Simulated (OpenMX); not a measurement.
## SnSe: band structure with PBE

**Experimental background.**

“Linear dichroism of the optical properties of SnS and SnSe van der Waals crystals”, 2024, arxiv:2409.17412 reports, for a bulk crystal of SnSe at 20 K: band gap 0.99 eV (indirect).

The system is SnSe.

```
Sn Se
1.0
    11.42000    0.00000    0.00000
     0.00000    4.19000    0.00000
     0.00000    0.00000    4.46000
Sn Se
4 4
Direct
  0.87700 0.75000 0.90900
  0.62300 0.25000 0.40900
  0.37700 0.75000 0.59100
  0.12300 0.25000 0.09100
  0.64300 0.75000 0.98400
  0.85700 0.25000 0.48400
  0.14300 0.75000 0.51600
  0.35700 0.25000 0.01600
```

```yaml
Program: OpenMX 3.8.5
Task: band structure
Functional: PBE
Potentials_or_basis: OpenMX 2013 PBE set, Sn7.0-s3p2d1, Se7.0-s3p2d1, grid cutoff 500 Ry
k_mesh: 3 × 7 × 7
Occupations: fermi-dirac, width 0.05 eV
Spin: no spin polarisation
Mixing_scheme: rmm-diisk
SCF_threshold: 1e-08 Ha
Solver: band
Max_SCF_cycles: 100
```

The pressure is 3.4 GPa, the largest force is 0.417 eV/Å and the band gap on the k mesh is 0.69 eV, indirect (least direct gap 0.85 eV). The band gap along the path is 0.58 eV, indirect (least direct gap 0.69 eV) and the mulliken charges are Sn +0.62; Se -0.62 e.

Forces in eV/Å, atoms in the order of the input:
```
Sn   0.402  0.000  0.055
Sn  -0.402  0.000  0.055
Sn   0.402  0.000 -0.055
Sn  -0.402  0.000 -0.055
Se  -0.416  0.000 -0.020
Se   0.416  0.000 -0.020
Se  -0.416  0.000  0.020
Se   0.416  0.000  0.020
```

Levels at the corners of the path, in eV from the valence-band top:
```csv
point,band 37,band 38,band 39,band 40,band 41,band 42,band 43,band 44
Γ,-1.53,-1.15,-0.67,-0.51,0.69,3.08,3.35,3.47
X,-1.01,-1.01,-0.66,-0.66,0.96,0.96,1.44,1.44
S,-2.27,-2.27,-1.43,-1.43,2.89,2.89,3.23,3.23
Y,-0.76,-0.76,-0.26,-0.26,1.24,1.24,1.53,1.53
Γ,-1.53,-1.15,-0.67,-0.51,0.69,3.08,3.35,3.47
Z,-1.82,-1.82,-0.55,-0.55,2.74,2.74,3.34,3.34
U,-0.96,-0.96,-0.96,-0.96,1.47,1.47,1.47,1.47
R,-1.51,-1.51,-1.51,-1.51,2.87,2.87,2.87,2.87
T,-0.51,-0.51,-0.19,-0.19,1.21,1.21,1.61,1.61
Z|Y,-1.82,-1.82,-0.55,-0.55,2.74,2.74,3.34,3.34
T|U,-0.51,-0.51,-0.19,-0.19,1.21,1.21,1.61,1.61
X|S,-1.01,-1.01,-0.66,-0.66,0.96,0.96,1.44,1.44
R,-1.51,-1.51,-1.51,-1.51,2.87,2.87,2.87,2.87
```

Wall time 3.6 min on 1 thread of Arm Neoverse V1 (shared host), peak memory 1.9 GiB.

Measured gap of SnSe: 0.99 eV (indirect; 20 K; “Linear dichroism of the optical properties of SnS and SnSe van der Waals crystals”, 2024, arxiv:2409.17412). This calculation gives 0.58 eV (-0.41 eV). 2 values of this kind are on record (0.89 to 0.99 eV); this one was drawn at random. Spin-orbit coupling on Se, Sn is left out. The value is that of PBE in an atomic basis (OpenMX 2013 PBE set, Sn7.0-s3p2d1, Se7.0-s3p2d1, grid cutoff 500 Ry), whose error adds to the functional's,, without temperature or zero-point motion. Semilocal functionals fall short of measured gaps as a rule.

Caveat: Mulliken charges move with the basis; spin-orbit coupling is left out, which moves the levels of the heavy elements; the mesh misses the band edges, which the band path finds closer together; the basis of atomic orbitals isn't converged, which shifts pressures, moduli and gaps.
